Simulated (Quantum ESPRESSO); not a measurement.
As:

```xyz
2
Lattice="1.8808 1.0859 3.5141 -1.8808 1.0859 3.5141 0.0000 -2.1718 3.5141" Properties=species:S:1:pos:R:3 pbc="T T T"
As    0.0000    0.0000    2.3825
As    0.0000    0.0000    8.1597
```

* Program: Quantum ESPRESSO 7.5
* Task: single point
* Functional: PBE
* Potentials or basis: SSSP 1.3 efficiency PBE
* Cutoff: 748 eV
* Density cutoff: 5987 eV
* k mesh: 9 × 9 × 9
* Occupations: fermi-dirac, width 0.05 eV
* Spin: no spin polarisation

On this cell: pressure 3.9 GPa; largest force 0.467 eV/Å; band gap on the k mesh none (metal or under the smearing width).

The same run follows on a disturbed copy (atoms moved at random, drawn with an rms of 0.05 Å):

```
As
1.0
     1.88080    1.08588    3.51406
    -1.88080    1.08588    3.51406
     0.00000   -2.17176    3.51406
As
2
Direct
  0.21182 0.22474 0.23282
  0.77552 0.77550 0.76813
```

What changes?

The energy (extrapolated to zero smearing) moves by +10.1 meV/atom; pressure 4.5 GPa; largest force 0.761 eV/Å; band gap on the k mesh none (metal or under the smearing width).

Forces in eV/Å, atoms in the order of the input:
```
As   0.135  0.300  0.687
As  -0.135 -0.300 -0.687
```

Stress tensor (GPa, compression positive):
```
 4.03 -0.24  0.64
-0.24  5.25  1.37
 0.64  1.37  4.17
```
